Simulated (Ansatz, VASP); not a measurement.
## ZrB2 in VASP and in Ansatz

```xyz
3
Lattice="3.1333 0.0000 0.0000 -1.5667 2.7136 0.0000 0.0000 0.0000 3.5200" Properties=species:S:1:pos:R:3 pbc="T T T"
Zr    0.0000    0.0000    0.0000
B     0.0000    1.8090    1.7600
B     1.5667    0.9045    1.7600
```

Change from the starting cell: equal xx and yy strain of -1 %, crystal datasets.

Alike in both runs: task electric field gradients; functional LDA; k mesh 12 × 12 × 9; occupations fermi-dirac, width 0.05 eV; no spin polarisation.

|  | VASP | Ansatz |
| --- | --- | --- |
| version | VASP 6.6.1 | Ansatz 0.2.0 |
| potentials or method | VASP PAW LDA potentials, release 64 (Zr_sv, B), cutoff 520 eV | all-electron PAW with datasets made for the crystal, scalar-relativistic |

VASP gave:

| Quantity | Value |
| --- | --- |
| pressure (GPa) | -1.8 |
| largest component of the traceless stress (GPa) | 1.80 |
| Vzz of the field gradient on the site that differs most (V/Å²) | 46.5 |

Problem. What did Ansatz give for the same quantities?

Solution. Pressure (GPa): -2.3; largest component of the traceless stress (GPa): 1.81; Vzz of the field gradient on the site that differs most (V/Å²): 49.5.

Ansatz ran all-electron here, so the differences hold the error of VASP's frozen core and of both bases. Ansatz warned: «gradients_without_spin_orbit».
